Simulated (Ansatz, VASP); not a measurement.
# Two plane-wave programs on GaN

```
Ga N
1.0
     3.22185    0.00000    0.00000
    -1.61092    2.79020    0.00000
     0.00000    0.00000    5.23398
Ga N
2 2
Cartesian
  1.6109 0.9301 2.6170
  0.0000 1.8601 0.0000
  1.6109 0.9301 4.5797
  0.0000 1.8601 1.9627
```

Change from the starting cell: volume scaled by 1.04.

Alike in both runs: task single point; functional PBEsol; k mesh 10 × 10 × 5; occupations fermi-dirac, width 0.05 eV; no spin polarisation.

```csv
,VASP,Ansatz
version,VASP 6.6.1,Ansatz 0.2.0
potentials or method,"VASP PAW PBE potentials, release 64 (Ga_d, N)",Ansatz PAW
plane-wave cutoff (eV),520,420
valence electrons in the cell,36,36
```

VASP gave:

* gap on the k mesh at the Fermi level (eV): 1.67
* least direct gap on the mesh (eV): 1.67
* pressure (GPa): -6.1
* largest component of the traceless stress (GPa): 1.19
* rms of the force components (eV/Å): 0.070

Estimate Ansatz's values.

gap on the k mesh at the Fermi level (eV): 1.65; least direct gap on the mesh (eV): 1.65; pressure (GPa): -5.9; largest component of the traceless stress (GPa): 1.18; rms of the force components (eV/Å): 0.071.

Atom by atom the forces differ by 0.001 eV/Å (rms over components). With one functional, cell and mesh, what is left measures potentials, basis and numerics.

Caveats: the PAW data sets were made with another functional, which shifts forces and pressure a little (VASP); odd divisions of the mesh miss points on the zone boundary, where band edges often lie, so the gap on the mesh can be too wide (Ansatz); the pressure holds a Pulay correction of +0.5 GPa for the finite cutoff (Ansatz); the PAW data sets come from PBE, with cores solved anew for the run's functional, which leaves a small shift of forces and pressure (Ansatz).
